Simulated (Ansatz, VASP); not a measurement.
# One calculation of Pt, two programs

The input POSCAR:

```
Pt
1.0
   -1.5842200000      1.5842200000      1.5842200000
    1.5842200000     -1.5842200000      1.5842200000
    1.5842200000      1.5842200000     -1.5842200000
Pt
1
Direct
    0.0000000000      0.0000000000      0.0000000000
```

Contents of INCAR.step1:

```
ALGO = Normal ; EDIFF = 1E-4
ENCUT = 520 ; GGA = PE
ISMEAR = -1 ; ISPIN = 2
LASPH = T ; LCHARG = F
LMAXMIX = 4 ; LREAL = F
LWAVE = T ; MAGMOM = 0.6
NBANDS = 15 ; NELM = 150
PREC = Accurate ; SIGMA = 0.08
```

The input INCAR.step2:

```
ALGO = Normal ; EDIFF = 1E-6
ENCUT = 520 ; ISIF = 2
ISMEAR = -1 ; ISPIN = 2
ISTART = 1 ; LASPH = T
LCHARG = F ; LMAXMIX = 4
LMIXTAU = T ; LORBIT = 11
LREAL = F ; LWAVE = F
MAGMOM = 0.6 ; METAGGA = R2SCAN
NBANDS = 15 ; NELM = 150
PREC = Accurate ; SIGMA = 0.08
```

Contents of KPOINTS:

```
k-points
0
Gamma
  13 13 13
```

Input for Ansatz:

```yaml
crystal:
  lattice:
    - [-1.58422, 1.58422, 1.58422]
    - [1.58422, -1.58422, 1.58422]
    - [1.58422, 1.58422, -1.58422]
  atoms:
    - { symbol: Pt, position: [0.0, 0.0, 0.0], spin: 0.6 }
magnetization:
  spin_polarized: true
kpoints:
  mp_grid: { grid: [13, 13, 13] }
scf:
  occupations: { method: fermi_dirac, width: 0.08 }
  lower_state_search: "off"
hamiltonian:
  xc: r2scan
  pseudopotentials: { kind: paw }
output:
  forces: true
  stress: true
  eigenvalues: true
  populations: true
  dos: { projected: true, de: 0.1, e_range: [-8, 5] }
  write_density: true
  write_potential: true
  elf: true
  volumetric_format: npy
```

Alike in both runs: task single point; functional r2SCAN; k mesh 13 × 13 × 13; occupations fermi-dirac, width 0.08 eV; collinear spin.

|  | VASP | Ansatz |
| --- | --- | --- |
| version | VASP 6.6.1 | Ansatz 0.2.0 |
| potentials or method | VASP PAW PBE potentials, release 64 (Pt) | PAW with Ansatz's default frozen-core files, scalar-relativistic |
| plane-wave cutoff (eV) | 520 | 500 |
| valence electrons in the cell | 10 | 18 |

|  | VASP | Ansatz | Ansatz less VASP |
| --- | --- | --- | --- |
| pressure (GPa) | -5.8 | -6.3 | -0.51 |
| net moment per atom (μB) | 0.00 | 0.00 | 0.000 |

With one functional, cell and mesh, what is left measures potentials, basis and numerics. The two sets of potentials don't hold the same shells in valence. Ansatz warned: «seeded_moment_not_kept».

Caveats: the PAW data sets were made with another functional, which shifts forces and pressure a little (VASP). Spin-orbit coupling is left out, which matters for the levels of Pt.
